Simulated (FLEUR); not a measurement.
# C: equation of state with LDA (von Barth-Hedin)

C:

```
C
1.0
     2.52210    0.00000    0.00000
    -1.26105    2.18420    0.00000
     0.00000    0.00000   12.35570
C
12
Cartesian
  1.2611 0.7281 4.3760
  0.0000 1.4561 10.5539
  1.2611 0.7281 1.8018
  0.0000 1.4561 7.9797
  1.2611 0.7281 5.9205
  0.0000 1.4561 12.0983
  1.2611 0.7281 0.2574
  0.0000 1.4561 6.4352
  0.0000 0.0000 10.0390
  0.0000 0.0000 3.8612
  0.0000 0.0000 8.4945
  0.0000 0.0000 2.3167
```

This is a hexagonal form of diamond, not graphite.

```yaml
Program: FLEUR MaX-R8.1 (patched build s14)
Task: equation of state
Functional: LDA (von Barth-Hedin)
Potentials_or_basis: all-electron
Basis: FLAPW
Kmax: 5.19 1/bohr
k_mesh: 12 × 12 × 3
Occupations: fermi-dirac, width 0.05 eV
Spin: no spin polarisation
Gmax: 16.1 1/bohr
Muffin-tin_radii: C 1.31 bohr
lmax: C 5
Local_orbitals_a_species: C 3
```

```yaml
Equilibrium_volume: 5.54 Å³/atom
Bulk_modulus_at_fixed_shape_and_positions: 474 GPa
Pressure_derivative_of_the_bulk_modulus: "3.5 (rough: it moves with the points fitted)"
```

Energy against volume, from the lowest point:
```
volume (Å³/atom)  energy (meV/atom)
           5.332               9.59
           5.445               0.00
           5.672               2.38
           5.899              29.49
           6.012              50.96
```

Caveat: small basis for a fit; the cell was scaled at fixed shape and fractional positions, which overstates the stiffness of a crystal with free parameters, most of all of layers and chains.
